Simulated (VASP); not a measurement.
CdGeAs2:

```
Cd As Ge
1.0
    -2.98887    2.98887    5.66430
     2.98887   -2.98887    5.66430
     2.98887    2.98887   -5.66430
Cd As Ge
2 4 2
Direct
  0.50000 0.50000 0.00000
  0.25000 0.75000 0.50000
  0.09622 0.12500 0.47122
  0.37500 0.90378 0.02878
  0.65378 0.62500 0.52878
  0.87500 0.34622 0.97122
  0.75000 0.25000 0.50000
  0.00000 0.00000 0.00000
```

The cell is a database's computed one.

Base run:

- Program: VASP 6.6.1
- Functional: PBE
- Potentials or basis: VASP PAW PBE potentials, release 64 (Cd, As, Ge_d)
- Cutoff: 520 eV
- k mesh: 6 × 6 × 6
- Occupations: gaussian, width 0.02 eV
- Spin: no spin polarisation

Its results: band gap on the k mesh 0.19 eV, indirect (least direct gap 0.21 eV); pressure 2.4 GPa; largest force 0.134 eV/Å.

The run is repeated on the same cell with these changes: functional from PBE to PBEsol. What comes out?

Band gap on the k mesh 0.19 eV, indirect (least direct gap 0.21 eV); pressure -0.5 GPa; largest force 0.170 eV/Å.

PBEsol binds more tightly than PBE, so the same cell stands under less pressure.

Caveats: the mesh misses the band edges, which the band path finds closer together; the PAW data sets were made with another functional, which shifts forces and pressure a little (some runs).

Not every run made on this cell is shown here.
